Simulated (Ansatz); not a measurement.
Runs of Ansatz 0.2.0 on SiO2. Symmetry: P4_32_12, No. 96, tetragonal system. The conventional cell has a = 4.976 Å, b = 4.976 Å, c = 6.901 Å, α = 90.00°, β = 90.00°, γ = 90.00°. Si (site symmetry 2) has 4 O at 1.61 Å as nearest neighbours. O (site symmetry 1) is surrounded by 2 Si at 1.61 Å. The cell comes from a database or a generator and needn't be the stable form of this composition.

| level | cutoff (eV) | gap on the mesh (eV) | pressure (GPa) | relaxed volume (Å³/atom) |
| --- | --- | --- | --- | --- |
| revPBE | 420 | 5.62 | 0.0 | 15.80 |
| LDA | 420 | 5.55 | 0.0 | 14.03 |
| PBEsol | 420 | 5.57 | 0.0 | 14.79 |
| RPBE | 420 | 5.55 | 0.0 | 15.80 |
| r2SCAN | 500 | (a) | 0.0 | (b) |
| BLYP | 420 | (c) | 0.0 | 16.05 |

Alike in all rows: task relaxation of cell and atoms; potentials or basis Ansatz PAW; no spin polarisation; cell relaxed; k mesh 6 × 6 × 4; smearing fermi-dirac 0.05 eV.

Question: Fill in the values left out.

Answer: (a) 6.35; (b) 14.31; (c) 5.44.

Caveats: the plane-wave basis is chosen anew once the cell has moved, so the energies of steps on either side of that aren't comparable; the PAW data sets come from PBE, with cores solved anew for the run's functional, which leaves a small shift of forces and pressure.

A k mesh can miss the band edges.

Runs at the PBE level aren't shown here.
